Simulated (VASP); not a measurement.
# SiO2 (Stishovite) (P4_2/mnm) in VASP: further runs

The runs below take SiO2 (Stishovite) through phonons, dielectric tensor, with PBE, r2SCAN.

Program: VASP 6.6.1. These are calculated values, not measurements. Logs are shortened: lines on timing, memory, paths and dates and some standing lists are left out, and cuts for length are marked.

## 1. Starting point

The structure is tetragonal, space group P4_2/mnm (No. 136). The conventional cell has a = 4.231 Å, b = 4.231 Å, c = 2.693 Å, α = 90.00°, β = 90.00°, γ = 90.00°. Si (site symmetry mmm) has 6 O at 1.77 to 1.84 Å as nearest neighbours. Around O (site symmetry m2m) lie 3 Si at 1.77 to 1.84 Å.

## 2. Phonons, PBE

The input, POSCAR:

```
SiO2
1.0
    4.2308307751      0.0000000000      0.0000000000
    0.0000000000      4.2308307751      0.0000000000
    0.0000000000      0.0000000000      2.6927200818
  Si              O
     2     4
Direct
     0.0000000000000000    0.0000000000000000    0.0000000000000000
     0.5000000000000000    0.5000000000000000    0.5000000000000000
     0.3067553678318223    0.3067553678318223    0.0000000000000000
     0.1932446321681777    0.8067553678318223    0.5000000000000000
     0.6932446321681777    0.6932446321681777    0.0000000000000000
     0.8067553678318223    0.1932446321681777    0.5000000000000000
```

The input, INCAR.step1:

```
PREC = Accurate
ENCUT = 600
EDIFF = 1E-8
ISMEAR = 0
SIGMA = 0.03
LREAL = F
LASPH = T
NELM = 80
ALGO = Normal
ISIF = 3
LWAVE = F
LCHARG = F
GGA = PE
KPAR = 2
IBRION = 2
NSW = 40
EDIFFG = -0.002
```

The input, INCAR.step2:

```
PREC = Accurate
ENCUT = 600
EDIFF = 1E-8
ISMEAR = 0
SIGMA = 0.03
LREAL = F
LASPH = T
NELM = 80
ALGO = Normal
ISIF = 2
LWAVE = F
LCHARG = F
GGA = PE
KPAR = 2
IBRION = 6
NFREE = 2
POTIM = 0.015
NSW = 1
```

The input, KPOINTS:

```
regular mesh
0
Gamma
  8 8 10
```

Potentials or basis: VASP PAW PBE potentials, release 64 (Si, O).

On the command line:

```console
cat potpaw_PBE.64/Si/POTCAR potpaw_PBE.64/O/POTCAR > POTCAR
cp INCAR.step1 INCAR
mpirun -np 2 vasp_std > vasp.out
cp CONTCAR POSCAR
cp INCAR.step2 INCAR
mpirun -np 2 vasp_std > vasp.out
```

OUTCAR:

```text
PREC = Accurate
   ENCUT = 600
   EDIFF = 1E-8
   ISMEAR = 0
   LREAL = F
   LASPH = T
   NELM = 80
   ISIF = 2
   GGA = PE
   IBRION = 6
   NFREE = 2
   POTIM = 0.015
   NSW = 1

 ion  position               nearest neighbor table
   1  0.000  0.000  0.000-   4 1.77   6 1.77   4 1.77   6 1.77   5 1.84   3 1.84
   2  0.500  0.500  0.500-   3 1.77   5 1.77   3 1.77   5 1.77   4 1.84   6 1.84
   3  0.307  0.307  0.000-   2 1.77   2 1.77   1 1.84
   4  0.193  0.807  0.500-   1 1.77   1 1.77   2 1.84
   5  0.693  0.693  0.000-   2 1.77   2 1.77   1 1.84
   6  0.807  0.193  0.500-   1 1.77   1 1.77   2 1.84

  LATTYP: Found a simple tetragonal cell.
 ALAT       =     4.2308307751
 C/A-ratio  =     0.6364518519

  Lattice vectors:

 A1 = (   4.2308307751,   0.0000000000,   0.0000000000)
 A2 = (   0.0000000000,   4.2308307751,   0.0000000000)
 A3 = (   0.0000000000,   0.0000000000,   2.6927200818)

Analysis of symmetry for initial positions (statically):
=====================================================================
 Subroutine PRICEL returns:
 Original cell was already a primitive cell.

 Routine SETGRP: Setting up the symmetry group for a
 simple tetragonal supercell.

 Subroutine GETGRP returns: Found 16 space group operations
 (whereof  8 operations were pure point group operations)
 out of a pool of 16 trial point group operations.

The static configuration has the point symmetry D_2h.
 The point group associated with its full space group is D_4h.

Analysis of symmetry for dynamics (positions and initial velocities):
=====================================================================
 Subroutine PRICEL returns:
 Original cell was already a primitive cell.

 Routine SETGRP: Setting up the symmetry group for a
 simple tetragonal supercell.

 Subroutine GETGRP returns: Found 16 space group operations
 (whereof  8 operations were pure point group operations)
 out of a pool of 16 trial point group operations.

The dynamic configuration has the point symmetry D_2h.
 The point group associated with its full space group is D_4h.

 Subroutine INISYM returns: Found 16 space group operations
 (whereof  8 operations are pure point group operations),
 and found     1 'primitive' translations

----------------------------------------------------------------------------------------

                                     Primitive cell

  volume of cell :      48.1995

  direct lattice vectors                    reciprocal lattice vectors
     4.230830775  0.000000000  0.000000000     0.236360198  0.000000000  0.000000000
     0.000000000  4.230830775  0.000000000     0.000000000  0.236360198  0.000000000
     0.000000000  0.000000000  2.692720082     0.000000000  0.000000000  0.371371687

  length of vectors
     4.230830775  4.230830775  2.692720082     0.236360198  0.236360198  0.371371687

  position of ions in fractional coordinates (direct lattice)
     0.000000000  0.000000000  0.000000000
     0.500000000  0.500000000  0.500000000
     0.306755368  0.306755368  0.000000000
     0.193244632  0.806755368  0.500000000
     0.693244632  0.693244632  0.000000000
     0.806755368  0.193244632  0.500000000

  ion indices of the primitive-cell ions
   primitive index   ion index
                 1           1
                 2           2
                 3           3
                 4           4
                 5           5
                 6           6

----------------------------------------------------------------------------------------
[... 79 lines left out ...]
   TEBEG  =    0.0;   TEEND  =   0.0 temperature during run
   PSTRESS=    0.0 pullay stress
   NELECT =      32.0000    total number of electrons
   NUPDOWN=      -1.0000    fix difference up-down
   EMIN   =  10.00;   EMAX   =-10.00  energy-range for DOS
   EFERMI =   0.00;   METHOD = LEGACY
   ISMEAR =     0;   SIGMA  =   0.03  broadening in eV -4-tet -1-fermi 0-gaus
   EFERMI_NEDOS =   21; number of points for ismear=-14 and -15
   IALGO  =     38    algorithm
   IMIX   =      4    mixing-type and parameters
     AMIX     =   0.40;   BMIX     =  1.00
     AMIX_MAG =   1.60;   BMIX_MAG =  1.00
  volume/ion in A,a.u.               =       8.03        54.21
  Fermi-wavevector in a.u.,A,eV,Ry     =   1.428161  2.698834 27.751058  2.039645
  Thomas-Fermi vector in A             =   2.548253
   LORBIT       =      0    0 simple, 1 ext, 2 COOP (PROOUT), +10 PAW based schemes
   GGA     = PE    functional components
   LHFCALC =     F    Hartree Fock is set to
   AEXX    =    0.0000 exact exchange contribution
   IVDW    =     0    specifies the selected vdW correction
   LEPSILON=     F    determine dielectric tensor
   LRPA    =     F    only Hartree local field effects (RPA)
 finite differences with symmetry
 non-spin polarized calculation
 Gauss-broadening in eV      SIGMA  =   0.03
  energy-cutoff  :      600.00
  volume of cell :       48.20
 maximum number of plane-waves:      1634
 NGX is ok and might be reduce to    36
   NGX = 17   NGY = 17   NGZ = 11

--------------------------------------- Ionic step        1  -------------------------------------------

 number of electron      32.0000007 magnetization

 Free energy of the ion-electron system (eV)
  ---------------------------------------------------
  ext. energy  EPLUGINS =         0.00000000
  ---------------------------------------------------
  free energy    TOTEN  =       -46.33100594 eV

  energy without entropy =      -46.33100594  energy(sigma->0) =      -46.33100594

------------------------ aborting loop because EDIFF is reached ----------------------------------------

  FORCE on cell =-STRESS in cart. coord.  units (eV):
  Direction    XX          YY          ZZ          XY          YZ          ZX
  --------------------------------------------------------------------------------------
  -------------------------------------------------------------------------------------
  Total        0.0035543      0.0035543     -0.0026986     -0.0000000      0.0000000      0.0000000
  in kB        0.1181483      0.1181483     -0.0897022     -0.0000000      0.0000000      0.0000000
  external PRESSURE =       0.0488648 kB  Pullay stress =       0.0000000 kB
[... 307 lines left out ...]
--------------------------------------- Ionic step        9  -------------------------------------------

 number of electron      32.0000009 magnetization

 Free energy of the ion-electron system (eV)
  ---------------------------------------------------
  ext. energy  EPLUGINS =         0.00000000
  ---------------------------------------------------
  free energy    TOTEN  =       -46.32890191 eV

  energy without entropy =      -46.32890191  energy(sigma->0) =      -46.32890191

 E-fermi :   7.9603     XC(G=0): -12.0895

 val. band max:        7.7575121657   @ k =   0.0000   0.0000   0.0000
 cond. band min:      12.7939404086   @ k =   0.0000   0.0000   0.0000
 fundamental gap:      5.0364282429
 Fermi energy:         7.9602630459

 k-point     1 :       0.0000    0.0000    0.0000
  band No.  band energies     occupation
      1     -14.4684      2.00000
      2     -11.0012      2.00000
      3     -11.0009      2.00000
      4     -10.8258      2.00000
      5      -2.8746      2.00000
      6       1.5169      2.00000
[... 541 lines left out ...]
     19      17.2959      0.00000
     20      17.3035      0.00000

 [... further k-points ...]

------------------------ aborting loop because EDIFF is reached ----------------------------------------

  FORCE on cell =-STRESS in cart. coord.  units (eV):
  Direction    XX          YY          ZZ          XY          YZ          ZX
  --------------------------------------------------------------------------------------
  -------------------------------------------------------------------------------------
  Total        0.0096075      0.0096075      0.0012444      0.0036678     -0.0347741     -0.0347741
  in kB        0.3193584      0.3193584      0.0413650      0.1219204     -1.1559083     -1.1559087
  external PRESSURE =       0.2266940 kB  Pullay stress =       0.0000000 kB
[... 21 lines left out ...]
  FREE ENERGIE OF THE ION-ELECTRON SYSTEM (eV)
  ---------------------------------------------------
  free  energy   TOTEN  =       -46.3289019126 eV

  energy  without entropy=      -46.3289019126  energy(sigma->0) =      -46.32890191

 INTERNAL STRAIN TENSORS FROM DISPLACED ATOMS
 ============================================

 INTERNAL STRAIN TENSOR FOR ION    1 for displacements in x,y,z  (eV/Angst):
          X           Y           Z          XY          YZ          ZX
  --------------------------------------------------------------------------------
  x     0.00000     0.00000     0.00000     0.00000     0.00000     0.00000
  y     0.00000     0.00000     0.00000     0.00000     0.00000     0.00000
  z     0.00000     0.00000     0.00000     0.00000     0.00000     0.00000

 INTERNAL STRAIN TENSOR FOR ION    6 for displacements in x,y,z  (eV/Angst):
          X           Y           Z          XY          YZ          ZX
  --------------------------------------------------------------------------------
  x     9.57936     4.91031    -0.01579    -2.44383     0.00000     0.00000
  y    -4.91031    -9.57936     0.01579     2.44383     0.00000     0.00000
  z     0.00000     0.00000     0.00000     0.00000    -2.31504     2.31504

 Eigenvectors and eigenvalues of the dynamical matrix
 ----------------------------------------------------

   1 f  =   27.175280 THz   170.747318 2PiTHz  906.469757 cm-1   112.387875 meV
             X         Y         Z           dx          dy          dz
      0.000000  0.000000  0.000000    -0.000000    0.000000   -0.000000
      2.115415  2.115415  1.346360     0.000000   -0.000000    0.000000
      1.297830  1.297830  0.000000    -0.353553   -0.353553   -0.000000
      0.817585  3.413245  1.346360    -0.353553    0.353553   -0.000000
      2.933001  2.933001  0.000000     0.353553    0.353553   -0.000000
      3.413245  0.817585  1.346360     0.353553   -0.353553   -0.000000
[... 145 lines left out ...]
  18 f/i=    0.003682 THz     0.023137 2PiTHz    0.122828 cm-1     0.015229 meV
             X         Y         Z           dx          dy          dz
      0.000000  0.000000  0.000000    -0.000000    0.000000   -0.483336
      2.115415  2.115415  1.346360    -0.000000    0.000000   -0.483336
      1.297830  1.297830  0.000000    -0.000000    0.000000   -0.364957
      0.817585  3.413245  1.346360    -0.000000    0.000000   -0.364957
      2.933001  2.933001  0.000000    -0.000000    0.000000   -0.364957
      3.413245  0.817585  1.346360    -0.000000    0.000000   -0.364957

 ELASTIC MODULI CONTR FROM IONIC RELAXATION (kBar)
 Direction    XX          YY          ZZ          XY          YZ          ZX
 --------------------------------------------------------------------------------
 XX        -950.7016     37.4536      0.9950      0.0000     -0.0000     -0.0000
 YY          37.4536   -950.7016      0.9950     -0.0000      0.0000      0.0000
 ZZ           0.9950      0.9950     -0.0022      0.0000      0.0000      0.0000
 XY           0.0000     -0.0000      0.0000    -32.8498     -0.0000     -0.0000
 YZ          -0.0000      0.0000      0.0000     -0.0000    -38.5409     -0.0000
 ZX          -0.0000      0.0000      0.0000     -0.0000     -0.0000    -38.5409
 --------------------------------------------------------------------------------
```

Wall time 7.4 min (2 MPI ranks of Intel Xeon Platinum 8259CL at 2.50GHz (Skylake/Cascade Lake), shared host); peak memory 0.43 GiB.

Results:

| Item | Value |
| --- | --- |
| Highest phonon frequency at Γ, LO-TO splitting left out | 906 cm⁻¹ |

Phonon frequencies in cm⁻¹ (negative: imaginary):
| q point | frequencies |
| --- | --- |
| (0.000, 0.000, 0.000) | 0 0 0 223 372 433 433 538 538 561 561 575 631 721 727 797 797 906 |

(Part 1 of 2 ends here.)
